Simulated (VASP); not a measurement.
# CdSe (Cadmoselite) (P6_3mc) in VASP: a series of runs

One crystal, CdSe (Cadmoselite), is run at these levels: PBEsol, PBE+D3(BJ), PBE; tasks: single point.

Program: VASP 6.6.1. These are calculated values, not measurements. Logs are shortened: lines on timing, memory, paths and dates and some standing lists are left out, and cuts for length are marked.

**Experimental background.**

A printed reference work, data compilation reports, for a bulk crystal of CdSe at 2 K: band gap 1.841 eV.

The runs below are set against these values where they give the same quantity.

## (1) The crystal as given

It takes space group P6_3mc (No. 186, hexagonal). Conventional cell: a = 4.300 Å, b = 4.300 Å, c = 7.020 Å, α = 90.00°, β = 90.00°, γ = 120.00°. Cd (site symmetry 3m) is surrounded by 4 Se at 2.61 to 2.70 Å. Se (site symmetry 3m) has 4 Cd at 2.61 to 2.70 Å as nearest neighbours.

## (2) Single point, PBEsol, non-collinear spin, typed start

INCAR

```
PREC = Accurate
ENCUT = 520
EDIFF = 1E-6
ISMEAR = 1
SIGMA = 0.1
LREAL = F
LASPH = T
NELM = 150
ALGO = Normal
ISIF = 2
LWAVE = F
LCHARG = T
LNONCOLLINEAR = T
MAGMOM = 0.354 0.354 0 -0.354 -0.354 0 0 0 0 0 0 0
LORBIT = 11
GGA = PS
LVHAR = T
NBANDS = 50
```

KPOINTS

```
regular mesh
0
Gamma
  5 5 3
```

POSCAR

```
CdSe
1.0
    4.3000000000      0.0000000000      0.0000000000
   -2.1500000000      3.7239092363      0.0000000000
    0.0000000000      0.0000000000      7.0200000000
Cd Se
2 2
Direct
    0.6666666667      0.3333333333      0.5000000000
    0.3333333333      0.6666666667      0.0000000000
    0.6666666667      0.3333333333      0.8850000000
    0.3333333333      0.6666666667      0.3850000000
```

Potentials or basis: VASP PAW PBE potentials, release 64 (Cd, Se).

On the command line:

```sh
$ cat potpaw_PBE.64/Cd/POTCAR potpaw_PBE.64/Se/POTCAR > POTCAR
$ mpirun -np 1 vasp_ncl > vasp.out
```

OUTCAR:

```text
PREC = Accurate
   ENCUT = 520
   EDIFF = 1E-6
   ISMEAR = 1
   LREAL = F
   LASPH = T
   NELM = 150
   ISIF = 2
   LNONCOLLINEAR = T
   LORBIT = 11
   GGA = PS

 ion  position               nearest neighbor table
   1  0.667  0.333  0.500-   4 2.61   4 2.61   4 2.61   3 2.70
   2  0.333  0.667  0.000-   3 2.61   3 2.61   3 2.61   4 2.70
   3  0.667  0.333  0.885-   2 2.61   2 2.61   2 2.61   1 2.70
   4  0.333  0.667  0.385-   1 2.61   1 2.61   1 2.61   2 2.70

  LATTYP: Found a hexagonal cell.
 ALAT       =     4.3000000000
 C/A-ratio  =     1.6325581395

  Lattice vectors:

 A1 = (   4.3000000000,   0.0000000000,   0.0000000000)
 A2 = (  -2.1500000000,   3.7239092363,   0.0000000000)
 A3 = (   0.0000000000,   0.0000000000,   7.0200000000)

Analysis of symmetry for initial positions (statically):
=====================================================================
 Subroutine PRICEL returns:
 Original cell was already a primitive cell.

 Routine SETGRP: Setting up the symmetry group for a
 hexagonal supercell.

 Subroutine GETGRP returns: Found 12 space group operations
 (whereof  6 operations were pure point group operations)
 out of a pool of 24 trial point group operations.

The static configuration has the point symmetry C_3v.
 The point group associated with its full space group is C_6v.

Analysis of symmetry for dynamics (positions and initial velocities):
=====================================================================
 Subroutine PRICEL returns:
 Original cell was already a primitive cell.

 Routine SETGRP: Setting up the symmetry group for a
 hexagonal supercell.

 Subroutine GETGRP returns: Found 12 space group operations
 (whereof  6 operations were pure point group operations)
 out of a pool of 24 trial point group operations.

The dynamic configuration has the point symmetry C_3v.
 The point group associated with its full space group is C_6v.

Analysis of structural, dynamic, and magnetic symmetry:
=====================================================================
 Subroutine PRICEL returns:
 Original cell was already a primitive cell.

 Routine SETGRP: Setting up the symmetry group for a
 hexagonal supercell.

 Subroutine GETGRP returns: Found  2 space group operations
 (whereof  1 operations were pure point group operations)
 out of a pool of 24 trial point group operations.
[... 148 lines left out ...]

 number of electron      35.9999998 magnetization      -0.0000000     -0.0000000      0.0000001

 Free energy of the ion-electron system (eV)
  ---------------------------------------------------
  ext. energy  EPLUGINS =         0.00000000
  ---------------------------------------------------
  free energy    TOTEN  =       -12.31362446 eV

  energy without entropy =      -12.31386656  energy(sigma->0) =      -12.31370516

 E-fermi :   0.8933     XC(G=0):  -9.0914

 val. band max:        0.8126540497   @ k =   0.0000   0.0000   0.0000
 cond. band min:       1.3885589025   @ k =   0.0000   0.0000   0.0000
 fundamental gap:      0.5759048528
 Fermi energy:         0.8933320586

 k-point     1 :       0.0000    0.0000    0.0000
  band No.  band energies     occupation
      1     -11.8107      1.00000
      2     -11.8107      1.00000
      3     -11.4367      1.00000
      4     -11.4367      1.00000
      5      -7.1081      1.00000
      6      -7.1081      1.00000
[... 1213 lines left out ...]
     47       8.0355      0.00000
     48       8.0355      0.00000

 [... further k-points ...]

 [bands above 48 left out]

------------------------ aborting loop because EDIFF is reached ----------------------------------------

  FORCE on cell =-STRESS in cart. coord.  units (eV):
  Direction    XX          YY          ZZ          XY          YZ          ZX
  --------------------------------------------------------------------------------------
  -------------------------------------------------------------------------------------
  Total        0.8348165      0.8348115     -0.5434988     -0.0000050      0.0000000      0.0000000
  in kB       11.8986298     11.8985582     -7.7464822     -0.0000706      0.0000000      0.0000000
  external PRESSURE =       5.3502353 kB  Pullay stress =       0.0000000 kB

 VOLUME and BASIS-vectors are now :
 -----------------------------------------------------------------------------
  energy-cutoff  :      520.00
  volume of cell :      112.41
      direct lattice vectors                 reciprocal lattice vectors
     4.300000000  0.000000000  0.000000000     0.232558140  0.134267504  0.000000000
    -2.150000000  3.723909236  0.000000000     0.000000000  0.268535009  0.000000000
     0.000000000  0.000000000  7.020000000     0.000000000  0.000000000  0.142450142

 POSITION                                       TOTAL-FORCE (eV/Angst)
 -----------------------------------------------------------------------------------
      2.15000      1.24130      3.51000         0.000002     -0.000001      0.278187
     -0.00000      2.48261      0.00000        -0.000002      0.000001      0.278187
      2.15000      1.24130      6.21270         0.000001     -0.000001     -0.278187
     -0.00000      2.48261      2.70270        -0.000001      0.000001     -0.278187
 -----------------------------------------------------------------------------------
    total drift:                                0.000000      0.000000      0.000042

  FREE ENERGIE OF THE ION-ELECTRON SYSTEM (eV)
  ---------------------------------------------------
  free  energy   TOTEN  =       -12.3136244643 eV

  energy  without entropy=      -12.3138665608  energy(sigma->0) =      -12.31370516

 total charge

# of ion       s       p       d       tot
------------------------------------------
    1        0.447   0.319   9.551  10.317
    2        0.447   0.319   9.551  10.317
    3        1.444   2.383   0.023   3.850
    4        1.444   2.383   0.023   3.850
--------------------------------------------------
tot          3.782   5.403  19.148  28.333

 magnetization (x)

# of ion       s       p       d       tot
------------------------------------------
    1        0.000   0.000   0.000   0.000
    2       -0.000  -0.000  -0.000  -0.000
    3        0.000  -0.000  -0.000  -0.000
    4       -0.000   0.000   0.000   0.000
--------------------------------------------------
tot          0.000   0.000   0.000   0.000

 magnetization (y)

# of ion       s       p       d       tot
------------------------------------------
    1        0.000   0.000   0.000   0.000
    2       -0.000  -0.000  -0.000  -0.000
    3       -0.000  -0.000  -0.000  -0.000
    4        0.000   0.000   0.000   0.000
--------------------------------------------------
tot          0.000   0.000   0.000   0.000

 magnetization (z)

# of ion       s       p       d       tot
------------------------------------------
    1        0.000   0.000  -0.000   0.000
    2        0.000   0.000  -0.000   0.000
    3       -0.000  -0.000   0.000  -0.000
    4       -0.000  -0.000   0.000  -0.000
--------------------------------------------------
tot         -0.000  -0.000  -0.000  -0.000
```

stdout:

```text
POSCAR found type information on POSCAR CdSe
 POSCAR found :  2 types and       4 ions
 scaLAPACK will be used
 -----------------------------------------------------------------------------
|                                                                             |
|                                                                             |
|     You enforced a specific xc type in the INCAR file but a different       |
|     I HOPE YOU KNOW WHAT YOU ARE DOING!                                     |
|                                                                             |
 -----------------------------------------------------------------------------

 LDA part: xc-table for (Slater+PW92), standard interpolation
 POSCAR, INCAR and KPOINTS ok, starting setup
 FFT: planning ... GRIDC
 FFT: planning ... GRID_SOFT
 FFT: planning ... GRID
 WAVECAR not read
 entering main loop
```

Run time: 5.3 min. Hardware: 1 thread of Intel Xeon 6975P-C (Granite Rapids), shared host; peak memory 0.63 GiB.

What came out:

```
Free energy                                           : -12.3136 eV
Pressure                                              : 0.5 GPa
Largest force                                         : 0.278 eV/Å
Band gap on the k mesh                                : 0.58 eV, direct
Net moment                                            : 0.00 μB per cell
Valence electrons inside the program's atomic spheres : Cd 10.32; Se 3.85
```

Forces on the atoms (eV/Å):
```
Cd   0.000  0.000  0.278
Cd   0.000  0.000  0.278
Se   0.000  0.000 -0.278
Se   0.000  0.000 -0.278
```

Moments on the atoms (μB; x, y, z):
```
Cd  0.00 0.00 0.00
Cd  0.00 0.00 0.00
Se  0.00 0.00 0.00
Se  0.00 0.00 0.00
```

Caveat: the PAW data sets were made with another functional, which shifts forces and pressure a little.

## (3) Single point, PBE+D3(BJ), collinear spin, typed start (volume scaled by 0.88)

INCAR

```
SYSTEM = CdSe
PREC = Accurate ; ENCUT = 520
EDIFF = 1E-7 ; ISMEAR = -1
SIGMA = 0.1 ; LREAL = .False.
LASPH = .True. ; NELM = 150
ALGO = Fast ; ISIF = 2
LWAVE = .False. ; LCHARG = .False.
ISPIN = 2 ; MAGMOM = 0.5 0.5 0 0
LORBIT = 11 ; GGA = PE
IVDW = 12 ; NBANDS = 30
```

KPOINTS

```
Automatic mesh
0
Gamma
  7 7 4
  0 0 0
```

POSCAR

```
CdSe
1.0
    4.1206210771      0.0000000000      0.0000000000
   -2.0603105385      3.5685625321      0.0000000000
    0.0000000000      0.0000000000      6.7271534793
Cd Se
2 2
Direct
    0.6666666667      0.3333333333      0.5000000000
    0.3333333333      0.6666666667      0.0000000000
    0.6666666667      0.3333333333      0.8850000000
    0.3333333333      0.6666666667      0.3850000000
```

Potentials or basis: VASP PAW PBE potentials, release 64 (Cd, Se).

On the command line:

```sh
$ cat potpaw_PBE.64/Cd/POTCAR potpaw_PBE.64/Se/POTCAR > POTCAR
$ mpirun -np 1 vasp_std > vasp.out
```

OUTCAR:

```text
SYSTEM = CdSe
   PREC = Accurate
   ENCUT = 520
   EDIFF = 1E-7
   ISMEAR = -1
   LREAL = .False.
   LASPH = .True.
   NELM = 150
   ISIF = 2
   ISPIN = 2
   LORBIT = 11
   GGA = PE
   IVDW = 12
 IVDW          = 12

 ion  position               nearest neighbor table
   1  0.667  0.333  0.500-   4 2.50   4 2.50   4 2.50   3 2.59
   2  0.333  0.667  0.000-   3 2.50   3 2.50   3 2.50   4 2.59
   3  0.667  0.333  0.885-   2 2.50   2 2.50   2 2.50   1 2.59
   4  0.333  0.667  0.385-   1 2.50   1 2.50   1 2.50   2 2.59

  LATTYP: Found a hexagonal cell.
 ALAT       =     4.1206210771
 C/A-ratio  =     1.6325581395

  Lattice vectors:

[... 1817 lines left out ...]
     4.120621077  0.000000000  0.000000000     0.242681863  0.140112439  0.000000000
    -2.060310539  3.568562532  0.000000000     0.000000000  0.280224878  0.000000000
     0.000000000  0.000000000  6.727153479     0.000000000  0.000000000  0.148651284

 POSITION                                       TOTAL-FORCE (eV/Angst)
 -----------------------------------------------------------------------------------
      2.06031      1.18952      3.36358         0.000000      0.000000      0.452263
     -0.00000      2.37904      0.00000        -0.000000     -0.000000      0.452263
      2.06031      1.18952      5.95353         0.000000     -0.000000     -0.452263
     -0.00000      2.37904      2.58995        -0.000000      0.000000     -0.452263
 -----------------------------------------------------------------------------------
    total drift:                               -0.000000     -0.000000     -0.000372

  FREE ENERGIE OF THE ION-ELECTRON SYSTEM (eV)
  ---------------------------------------------------
  free  energy   TOTEN  =       -11.7173549162 eV

  energy  without entropy=      -11.7171263342  energy(sigma->0) =      -11.71724063

 total charge

# of ion       s       p       d       tot
------------------------------------------
    1        0.471   0.398   9.559  10.429
    2        0.471   0.398   9.559  10.429
    3        1.440   2.473   0.034   3.947
    4        1.440   2.473   0.034   3.947
--------------------------------------------------
tot          3.822   5.743  19.187  28.752

 magnetization (x)

# of ion       s       p       d       tot
------------------------------------------
    1       -0.000  -0.000   0.000   0.000
    2       -0.000  -0.000   0.000   0.000
    3        0.000   0.000   0.000   0.000
    4        0.000   0.000   0.000   0.000
--------------------------------------------------
tot         -0.000   0.000   0.000   0.000
```

Run time: 2.8 min. Hardware: 1 thread of Intel Xeon Platinum 8488C (Sapphire Rapids), shared host; peak memory 0.32 GiB.

What came out:

```
Free energy                                           : -11.7174 eV
Pressure                                              : 10.8 GPa
Largest force                                         : 0.452 eV/Å
Band gap on the k mesh                                : 0.98 eV, direct
Net moment                                            : 0.00 μB per cell
Valence electrons inside the program's atomic spheres : Cd 10.43; Se 3.95
Dispersion energy per atom                            : -0.368 eV
```

Forces on the atoms (eV/Å):
```
Cd   0.000  0.000  0.452
Cd   0.000  0.000  0.452
Se   0.000  0.000 -0.452
Se   0.000  0.000 -0.452
```

Stress tensor (GPa, compression positive):
```
12.16  0.00  0.00
 0.00 12.16  0.00
 0.00  0.00  8.03
```

(Continued in part 2 of 2.)
